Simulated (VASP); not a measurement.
# Cs (Im-3m) in VASP: a series of runs, part 2 of 2

VASP 6.6.1.

## (5) Single point, PBE

Input file INCAR:

```
ADDGRID  = False        
ALGO     = Normal         # electronic algorithm
EDIFF    = 1E-6           # SCF threshold, eV
ENCUT    = 250            # plane-wave cutoff, eV
GGA      = PE             # functional
ISIF     = 2              # what is computed and relaxed
ISMEAR   = 0              # smearing method
LASPH    = True           # aspherical terms in the spheres
LCHARG   = False          # write CHGCAR
LREAL    = False          # projectors in reciprocal space
LWAVE    = False          # write WAVECAR
NBANDS   = 10             # bands
NELM     = 100            # most SCF steps
PREC     = Accurate       # precision mode
SIGMA    = 0.15           # smearing width, eV
```

Input file KPOINTS:

```
k-points
0
Gamma
  4 4 4
```

Input file POSCAR:

```
Cs
1.0
   -3.1284650614      3.1284650614      3.1284650614
    3.1284650614     -3.1284650614      3.1284650614
    3.1284650614      3.1284650614     -3.1284650614
Cs
1
Direct
    0.0000000000      0.0000000000      0.0000000000
```

Potentials or basis: VASP PAW PBE potentials, release 64 (Cs_sv).

Launch:

```bash
$ cat potpaw_PBE.64/Cs_sv/POTCAR > POTCAR
$ mpirun -np 1 vasp_std > vasp.out
```

OUTCAR:

```text
EDIFF = 1E-6
   ENCUT = 250
   GGA = PE
   ISIF = 2
   ISMEAR = 0
   LASPH = True
   LREAL = False
   NELM = 100
   PREC = Accurate

 Found      8 irreducible k-points:

 Following reciprocal coordinates:
            Coordinates               Weight
  0.000000  0.000000  0.000000      1.000000
  0.250000  0.000000  0.000000     12.000000
  0.500000  0.000000  0.000000      6.000000
  0.250000  0.250000  0.000000     24.000000
  0.250000  0.250000  0.250000      2.000000
 -0.250000  0.250000  0.250000      6.000000
   k-points           NKPTS =      8   k-points in BZ     NKDIM =      8   number of bands    NBANDS=     10
[... 146 lines left out ...]
      7       2.4941      0.00000
      8       2.4941      0.00000
      9       3.4612      0.00000
     10       3.5906      0.00000

 [... further k-points ...]
[... 5 lines left out ...]
  --------------------------------------------------------------------------------------
  -------------------------------------------------------------------------------------
  Total       -0.0583986     -0.0583986     -0.0583986      0.0000000     -0.0000000      0.0000000
  in kB       -0.7639399     -0.7639399     -0.7639399      0.0000000     -0.0000000      0.0000000
  external PRESSURE =      -0.7639399 kB  Pullay stress =       0.0000000 kB

 VOLUME and BASIS-vectors are now :
 -----------------------------------------------------------------------------
  energy-cutoff  :      250.00
  volume of cell :      122.48
      direct lattice vectors                 reciprocal lattice vectors
    -3.128465061  3.128465061  3.128465061     0.000000000  0.159822785  0.159822785
     3.128465061 -3.128465061  3.128465061     0.159822785  0.000000000  0.159822785
     3.128465061  3.128465061 -3.128465061     0.159822785  0.159822785  0.000000000

 POSITION                                       TOTAL-FORCE (eV/Angst)
 -----------------------------------------------------------------------------------
      0.00000      0.00000      0.00000         0.000000     -0.000000      0.000000
 -----------------------------------------------------------------------------------
    total drift:                               -0.000000     -0.000000     -0.000000

  FREE ENERGIE OF THE ION-ELECTRON SYSTEM (eV)
  ---------------------------------------------------
  free  energy   TOTEN  =        -0.8217942352 eV

  energy  without entropy=       -0.7832574083  energy(sigma->0) =       -0.80252582
```

OSZICAR:

```text
N       E                     dE             d eps       ncg     rms          rms(c)
DAV:   1     0.438640944935E+02    0.43864E+02   -0.21345E+03   160   0.383E+02
DAV:   2     0.373827384050E+01   -0.40126E+02   -0.39584E+02   178   0.925E+01
DAV:   3    -0.766889870305E+00   -0.45052E+01   -0.45010E+01   192   0.353E+01
DAV:   4    -0.819124645045E+00   -0.52235E-01   -0.52230E-01   204   0.488E+00
DAV:   5    -0.819467816933E+00   -0.34317E-03   -0.34315E-03   208   0.362E-01    0.144E-01
DAV:   6    -0.820440130941E+00   -0.97231E-03   -0.11611E-03   184   0.163E-01    0.945E-02
DAV:   7    -0.821702718911E+00   -0.12626E-02   -0.34615E-03   176   0.283E-01    0.363E-02
DAV:   8    -0.821791816696E+00   -0.89098E-04   -0.11805E-04   190   0.600E-02    0.375E-03
DAV:   9    -0.821794795512E+00   -0.29788E-05   -0.29087E-06   224   0.809E-03    0.227E-03
DAV:  10    -0.821794235226E+00    0.56029E-06   -0.73664E-07   180   0.399E-03
   1 F= -.82179424E+00 E0= -.80252582E+00  d E =-.385368E-01
```

stdout:

```text
POSCAR found type information on POSCAR Cs
 POSCAR found :  1 types and       1 ions
 scaLAPACK will be used
 LDA part: xc-table for (Slater+PW92), standard interpolation
 POSCAR, INCAR and KPOINTS ok, starting setup
 FFT: planning ... GRIDC
 FFT: planning ... GRID_SOFT
 FFT: planning ... GRID
 WAVECAR not read
 entering main loop
```

Wall time 2.7 s (1 thread of Intel Xeon Platinum 8375C at 2.90GHz (Ice Lake), shared host); peak memory 0.14 GiB.

These settings aren't checked as converged: the numbers below hold their error.

What came out:

```
Free energy            : -0.8218 eV
Band gap on the k mesh : none (metal or under the smearing width)
```

Caveat: the cutoff is under 1.25 times the usual one of these potentials, so pressure, stress and relaxed cells hold a basis-set (Pulay) error.

## (6) Single point, PBE

Edit INCAR of step 5 so:

```diff
@@ -3,3 +3,3 @@
 EDIFF    = 1E-6           # SCF threshold, eV
-ENCUT    = 250            # plane-wave cutoff, eV
+ENCUT    = 350            # plane-wave cutoff, eV
 GGA      = PE             # functional
```

KPOINTS is that of step 5.

POSCAR is that of step 5.

Potentials or basis: VASP PAW PBE potentials, release 64 (Cs_sv).

Launch:

```bash
$ cat potpaw_PBE.64/Cs_sv/POTCAR > POTCAR
$ mpirun -np 1 vasp_std > vasp.out
```

Wall time 4.2 s (1 thread of Intel Xeon Platinum 8375C at 2.90GHz (Ice Lake), shared host); peak memory 0.19 GiB.

These settings aren't checked as converged: the numbers below hold their error.

What came out:

```
Free energy            : -0.8210 eV
Pressure               : -0.1 GPa
Band gap on the k mesh : none (metal or under the smearing width)
```

## (7) The reference run

An earlier run on the cell as given: functional PBE; potentials or basis VASP PAW PBE potentials, release 64 (Cs_sv); cutoff 520 eV; k mesh 6 × 6 × 6; occupations fermi-dirac, width 0.05 eV; no spin polarisation.

- Pressure: -0.1 GPa
- Band gap on the k mesh: none (metal or under the smearing width)

## (8) Summary

```tsv
task	level	cell	k mesh	cutoff (eV)	smearing	gap on the mesh (eV)	pressure (GPa)
single point	PBE	as given	6 × 6 × 6	520	gaussian 0.1 eV	none	-0.1
relaxation of the atoms	PBE+D3	atoms relaxed from: cell strained at random at fixed volume	6 × 6 × 6	500	methfessel-paxton 0.2 eV	none	-0.1
single point	PBE	as given	10 × 10 × 10	900	gaussian 0.05 eV	none	-0.1
single point	PBE	as given	6 × 6 × 6	520	fermi-dirac 0.05 eV	none	-0.1
```

Alike in all rows: potentials or basis VASP PAW PBE potentials, release 64 (Cs_sv); no spin polarisation.

Every run on the cell as given and a fine mesh finds a metal.

Caveats: the relaxation stopped at its first step, so nothing moved (some runs); pairwise dispersion overbinds metals, which lowers pressure and volume (some runs).

Absolute energies hang on the potentials; compare differences alone.
